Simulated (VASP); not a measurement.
# SnO2 (Cassiterite) (P4_2/mnm) in VASP: electric field gradients with PBEsol

Aim: the electric field gradients of SnO2 (Cassiterite) with PBEsol.

Program: VASP 6.6.1. These are calculated values, not measurements. Logs are shortened: lines on timing, memory, paths and dates and some standing lists are left out, and cuts for length are marked.

**1. Starting point**

Symmetry: P4_2/mnm, No. 136, tetragonal system. The conventional cell has a = 4.738 Å, b = 4.738 Å, c = 3.187 Å, α = 90.00°, β = 90.00°, γ = 90.00°. Sn (site symmetry mmm) is surrounded by 6 O at 2.05 to 2.06 Å. Around O (site symmetry m2m) lie 3 Sn at 2.05 to 2.06 Å.

**2. Electric field gradients, PBEsol**

Input file INCAR:

```
ALGO = Normal ; EDIFF = 1E-7
ENCUT = 520 ; GGA = PS
ISIF = 2 ; ISMEAR = -1
LASPH = T ; LCHARG = F
LEFG = T ; LREAL = F
LWAVE = F ; NELM = 100
PREC = Accurate ; SIGMA = 0.02
```

Input file KPOINTS:

```
k-points
0
Gamma
  5 5 7
```

Input file POSCAR:

```
SnO2
1.0
    4.7380000000      0.0000000000      0.0000000000
    0.0000000000      4.7380000000      0.0000000000
    0.0000000000      0.0000000000      3.1865000000
Sn O
2 4
Direct
    0.0000000000      0.0000000000      0.0000000000
    0.5000000000      0.5000000000      0.5000000000
    0.3071000000      0.3071000000      0.0000000000
    0.1929000000      0.8071000000      0.5000000000
    0.6929000000      0.6929000000      0.0000000000
    0.8071000000      0.1929000000      0.5000000000
```

Potentials or basis: VASP PAW PBE potentials, release 64 (Sn_d, O).

Launch:

```bash
$ cat potpaw_PBE.64/Sn_d/POTCAR potpaw_PBE.64/O/POTCAR > POTCAR
$ mpirun -np 1 vasp_std > vasp.out
```

OUTCAR:

```text
EDIFF = 1E-7
   ENCUT = 520
   GGA = PS
   ISIF = 2
   ISMEAR = -1
   LASPH = T
   LREAL = F
   NELM = 100
   PREC = Accurate

 ion  position               nearest neighbor table
   1  0.000  0.000  0.000-   4 2.05   6 2.05   4 2.05   6 2.05   5 2.06   3 2.06   2 3.71   2 3.71
                             2 3.71   2 3.71   2 3.71   2 3.71   2 3.71   2 3.71
   2  0.500  0.500  0.500-   3 2.05   5 2.05   3 2.05   5 2.05   4 2.06   6 2.06   1 3.71   1 3.71
                             1 3.71   1 3.71   1 3.71   1 3.71   1 3.71   1 3.71
   3  0.307  0.307  0.000-   2 2.05   2 2.05   1 2.06
   4  0.193  0.807  0.500-   1 2.05   1 2.05   2 2.06
   5  0.693  0.693  0.000-   2 2.05   2 2.05   1 2.06
   6  0.807  0.193  0.500-   1 2.05   1 2.05   2 2.06

  LATTYP: Found a simple tetragonal cell.
 ALAT       =     4.7380000000
 C/A-ratio  =     0.6725411566

  Lattice vectors:

 A1 = (   4.7380000000,   0.0000000000,   0.0000000000)
 A2 = (   0.0000000000,   4.7380000000,   0.0000000000)
 A3 = (   0.0000000000,   0.0000000000,   3.1865000000)

Analysis of symmetry for initial positions (statically):
=====================================================================
 Subroutine PRICEL returns:
 Original cell was already a primitive cell.

 Routine SETGRP: Setting up the symmetry group for a
 simple tetragonal supercell.

 Subroutine GETGRP returns: Found 16 space group operations
 (whereof  8 operations were pure point group operations)
 out of a pool of 16 trial point group operations.

The static configuration has the point symmetry D_2h.
 The point group associated with its full space group is D_4h.

Analysis of symmetry for dynamics (positions and initial velocities):
=====================================================================
 Subroutine PRICEL returns:
 Original cell was already a primitive cell.

 Routine SETGRP: Setting up the symmetry group for a
 simple tetragonal supercell.

 Subroutine GETGRP returns: Found 16 space group operations
 (whereof  8 operations were pure point group operations)
 out of a pool of 16 trial point group operations.

The dynamic configuration has the point symmetry D_2h.
 The point group associated with its full space group is D_4h.

 Subroutine INISYM returns: Found 16 space group operations
 (whereof  8 operations are pure point group operations),
 and found     1 'primitive' translations

----------------------------------------------------------------------------------------

                                     Primitive cell

  volume of cell :      71.5326

  direct lattice vectors                    reciprocal lattice vectors
     4.738000000  0.000000000  0.000000000     0.211059519  0.000000000  0.000000000
     0.000000000  4.738000000  0.000000000     0.000000000  0.211059519  0.000000000
     0.000000000  0.000000000  3.186500000     0.000000000  0.000000000  0.313823945

  length of vectors
     4.738000000  4.738000000  3.186500000     0.211059519  0.211059519  0.313823945

  position of ions in fractional coordinates (direct lattice)
     0.000000000  0.000000000  0.000000000
     0.500000000  0.500000000  0.500000000
     0.307100000  0.307100000  0.000000000
     0.192900000  0.807100000  0.500000000
     0.692900000  0.692900000  0.000000000
     0.807100000  0.192900000  0.500000000

  ion indices of the primitive-cell ions
   primitive index   ion index
                 1           1
                 2           2
                 3           3
                 4           4
                 5           5
                 6           6

----------------------------------------------------------------------------------------

 KPOINTS: k-points
[... 60 lines left out ...]
   ICHARG =      2    charge: 1-file 2-atom 10-const
   ISPIN  =      1    spin polarized calculation?
   LNONCOLLINEAR =      F non collinear calculations
   LSORBIT =      F    spin-orbit coupling
   LASPH  =      T    aspherical Exc in radial PAW
   ENCUT  =  520.0 eV  38.22 Ry    6.18 a.u.   8.81  8.81  5.92*2*pi/ulx,y,z
   NELM   =    100;   NELMIN=  2; NELMDL= -5     # of ELM steps
   EDIFF  = 0.1E-06   stopping-criterion for ELM
   LREAL  =      F    real-space projection
   EDIFFG = 0.1E-05   stopping-criterion for IOM
   NSW    =      0    number of steps for IOM
   IBRION =     -1    ionic relax: 0-MD 1-quasi-New 2-CG
   NFREE  =      0    steps in history (QN), initial steepest desc. (CG)
   ISIF   =      2    stress and relaxation
   ISYM   =      2    0-nonsym 1-usesym 2-fastsym
   POTIM  = 0.5000    time-step for ionic-motion
   TEBEG  =    0.0;   TEEND  =   0.0 temperature during run
   PSTRESS=    0.0 pullay stress
   NELECT =      52.0000    total number of electrons
   NUPDOWN=      -1.0000    fix difference up-down
   EMIN   =  10.00;   EMAX   =-10.00  energy-range for DOS
   EFERMI =   0.00;   METHOD = LEGACY
   ISMEAR =    -1;   SIGMA  =   0.02  broadening in eV -4-tet -1-fermi 0-gaus
   EFERMI_NEDOS =   21; number of points for ismear=-14 and -15
   IALGO  =     38    algorithm
   IMIX   =      4    mixing-type and parameters
     AMIX     =   0.40;   BMIX     =  1.00
     AMIX_MAG =   1.60;   BMIX_MAG =  1.00
  volume/ion in A,a.u.               =      11.92        80.45
  Fermi-wavevector in a.u.,A,eV,Ry     =   1.472000  2.781677 29.480903  2.166785
  Thomas-Fermi vector in A             =   2.587068
   LORBIT       =      0    0 simple, 1 ext, 2 COOP (PROOUT), +10 PAW based schemes
   GGA     = PS    functional components
   LHFCALC =     F    Hartree Fock is set to
   AEXX    =    0.0000 exact exchange contribution
   IVDW    =     0    specifies the selected vdW correction
   LEPSILON=     F    determine dielectric tensor
   LRPA    =     F    only Hartree local field effects (RPA)
 non-spin polarized calculation
  energy-cutoff  :      520.00
  volume of cell :       71.53
 maximum number of plane-waves:      1945
 NGX is ok and might be reduce to    36
   NGX = 17   NGY = 17   NGZ = 11

 number of electron      51.9999993 magnetization

 Free energy of the ion-electron system (eV)
  ---------------------------------------------------
  ext. energy  EPLUGINS =         0.00000000
  ---------------------------------------------------
  free energy    TOTEN  =       -39.63584139 eV

  energy without entropy =      -39.63584139  energy(sigma->0) =      -39.63584139

 E-fermi :   6.4190     XC(G=0): -11.5356

 val. band max:        6.0177511768   @ k =   0.0000   0.0000   0.0000
 cond. band min:       7.1950171550   @ k =   0.0000   0.0000   0.0000
 fundamental gap:      1.1772659782
 Fermi energy:         6.4189776091

 k-point     1 :       0.0000    0.0000    0.0000
  band No.  band energies     occupation
      1     -15.0179      2.00000
      2     -14.2407      2.00000
      3     -13.9367      2.00000
      4     -13.9157      2.00000
      5     -13.9157      2.00000
      6     -13.8332      2.00000
[... 805 lines left out ...]
     30      14.9492      0.00000
     31      16.5401      0.00000

------------------------ aborting loop because EDIFF is reached ----------------------------------------

  FORCE on cell =-STRESS in cart. coord.  units (eV):
  Direction    XX          YY          ZZ          XY          YZ          ZX
  --------------------------------------------------------------------------------------
  -------------------------------------------------------------------------------------
  Total        2.0666807      2.0666807      3.0878031      0.0000000      0.0000000      0.0000000
  in kB       46.2892269     46.2892269     69.1601857      0.0000000      0.0000000      0.0000000
  external PRESSURE =      53.9128798 kB  Pullay stress =       0.0000000 kB

 VOLUME and BASIS-vectors are now :
 -----------------------------------------------------------------------------
  energy-cutoff  :      520.00
  volume of cell :       71.53
      direct lattice vectors                 reciprocal lattice vectors
     4.738000000  0.000000000  0.000000000     0.211059519  0.000000000  0.000000000
     0.000000000  4.738000000  0.000000000     0.000000000  0.211059519  0.000000000
     0.000000000  0.000000000  3.186500000     0.000000000  0.000000000  0.313823945

 POSITION                                       TOTAL-FORCE (eV/Angst)
 -----------------------------------------------------------------------------------
      0.00000      0.00000      0.00000         0.000000      0.000000      0.000000
      2.36900      2.36900      1.59325         0.000000      0.000000      0.000000
      1.45504      1.45504      0.00000        -0.161564     -0.161564     -0.000000
      0.91396      3.82404      1.59325         0.161564     -0.161564     -0.000000
      3.28296      3.28296      0.00000         0.161564      0.161564      0.000000
      3.82404      0.91396      1.59325        -0.161564      0.161564      0.000000
 -----------------------------------------------------------------------------------
    total drift:                               -0.000000      0.000000      0.000000

  FREE ENERGIE OF THE ION-ELECTRON SYSTEM (eV)
  ---------------------------------------------------
  free  energy   TOTEN  =       -39.6358413923 eV

  energy  without entropy=      -39.6358413923  energy(sigma->0) =      -39.63584139

 Electric field gradients (V/A^2)
---------------------------------------------------------------------
 ion       V_xx      V_yy      V_zz      V_xy      V_xz      V_yz
---------------------------------------------------------------------
   1      30.152    30.152   -60.303   -22.339    -0.000     0.000
   2      30.152    30.152   -60.303    22.339    -0.000     0.000
   3     -23.841   -23.841    47.682    80.783     0.000    -0.000
   4     -23.841   -23.841    47.682   -80.783     0.000    -0.000
   5     -23.841   -23.841    47.682    80.783    -0.000     0.000
   6     -23.841   -23.841    47.682   -80.783     0.000     0.000
---------------------------------------------------------------------

 Electric field gradients after diagonalization (V/A^2)
 (convention: |V_zz| > |V_xx| > |V_yy|)
----------------------------------------------------------------------
 ion       V_xx      V_yy      V_zz     asymmetry (V_yy - V_xx)/ V_zz
----------------------------------------------------------------------
   1      52.491     7.812   -60.303       0.741
   2      52.491     7.812   -60.303       0.741
   3      56.942    47.682  -104.624       0.089
   4      56.942    47.682  -104.624       0.089
   5      56.942    47.682  -104.624       0.089
   6      56.942    47.682  -104.624       0.089
----------------------------------------------------------------------

           NMR quadrupolar parameters

 Cq : quadrupolar parameter    Cq=e*Q*V_zz/h
 eta: asymmetry parameters     (V_yy - V_xx)/ V_zz
 Q  : nuclear electric quadrupole moment in mb (millibarn)
----------------------------------------------------------------------
 ion       Cq(MHz)       eta       Q (mb)
----------------------------------------------------------------------
   1      -0.146       0.741       1.000
   2      -0.146       0.741       1.000
   3      -0.253       0.089       1.000
   4      -0.253       0.089       1.000
   5      -0.253       0.089       1.000
   6      -0.253       0.089       1.000
----------------------------------------------------------------------
```

It took 18 s on 1 thread of Intel Xeon 6975P-C (Granite Rapids), shared host; peak memory 0.19 GiB.

What came out:

* Free energy: -39.6358 eV
* Pressure: 5.4 GPa
* Largest force: 0.228 eV/Å
* Band gap on the k mesh: 1.18 eV, direct

Forces on the atoms (eV/Å):
```
Sn   0.000  0.000  0.000
Sn   0.000  0.000  0.000
O   -0.162 -0.162  0.000
O    0.162 -0.162  0.000
O    0.162  0.162  0.000
O   -0.162  0.162  0.000
```

Stress tensor (GPa, compression positive):
```
4.63 0.00 0.00
0.00 4.63 0.00
0.00 0.00 6.92
```

Electric field gradients, principal values (V/Å²):
```
atom     Vxx     Vyy       Vzz
1 Sn   7.812  52.491   -60.303
2 Sn   7.812  52.491   -60.303
 3 O  47.682  56.942  -104.624
 4 O  47.682  56.942  -104.624
 5 O  47.682  56.942  -104.624
 6 O  47.682  56.942  -104.624
```

Caveat: the PAW data sets were made with another functional, which shifts forces and pressure a little; spin-orbit coupling is left out, which moves the levels of the heavy elements.
